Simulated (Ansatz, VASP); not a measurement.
# Two plane-wave programs on BN

File INCAR:

```
ALGO = Normal
DIPOL = 0.5 0.5 0.364
EDIFF = 1E-6
ENCUT = 520
GGA = PE
IDIPOL = 3
ISIF = 2
ISMEAR = 0
IVDW = 12
LASPH = T
LCHARG = F
LDIPOL = T
LREAL = F
LWAVE = F
NBANDS = 16
NELM = 100
PREC = Accurate
SIGMA = 0.05
```

The input KPOINTS:

```
k-points
0
Gamma
  12 12 1
```

Contents of POSCAR:

```
BN
1.0
    2.5087622849      0.0000000000      0.0000000000
   -1.2543811425      2.1726518708      0.0000000000
    0.0000000000      0.0000000000     17.5000000000
B N
2 2
Direct
    0.0000000000      0.0000000000      0.2571428571
    0.0000000000      0.1666666667      0.4702857143
    0.6666666667      0.3333333333      0.2571428571
    0.6666666667      0.5000000000      0.4702857143
```

Input for Ansatz:

```yaml
crystal:
  lattice:
    - [2.5087622849, 0.0, 0.0]
    - [-1.2543811425, 2.1726518708, 0.0]
    - [0.0, 0.0, 17.5]
  atoms:
    - { symbol: B, position: [0.0, 0.0, 0.2571428571] }
    - { symbol: "N", position: [0.6666666667, 0.3333333333, 0.2571428571] }
    - { symbol: B, position: [0.0, 0.1666666667, 0.4702857143] }
    - { symbol: "N", position: [0.6666666667, 0.5, 0.4702857143] }
basis:
  ecutwfc: 420
kpoints:
  mp_grid: { grid: [12, 12, 1] }
hamiltonian:
  xc: pbe
  dispersion: d3bj
scf:
  occupations: { method: gaussian, width: 0.05 }
output:
  forces: true
  eigenvalues: true
  write_density: true
  write_potential: true
  elf: true
  volumetric_format: npy
efield:
  axis: 3
  dipole_correction: true
  ramp_width: 0.04
```

Alike in both runs: task single point; functional PBE; dispersion D3(BJ); k mesh 12 × 12 × 1; occupations gaussian, width 0.05 eV; no spin polarisation.

```csv
,VASP,Ansatz
version,VASP 6.6.1,Ansatz 0.2.0
potentials or method,"VASP PAW PBE potentials, release 64 (B, N)","scalar-relativistic, plane waves, PAW"
plane-wave cutoff (eV),520,420
valence electrons in the cell,16,16
```

```tsv
	VASP	Ansatz	Ansatz less VASP
gap on the k mesh at the Fermi level (eV)	4.29	4.29	+0.003
least direct gap on the mesh (eV)	4.29	4.29	+0.003
rms of the force components (eV/Å)	0.009	0.009	0.0000
```

Ansatz warned: «xc_potential_rough_in_thin_density».
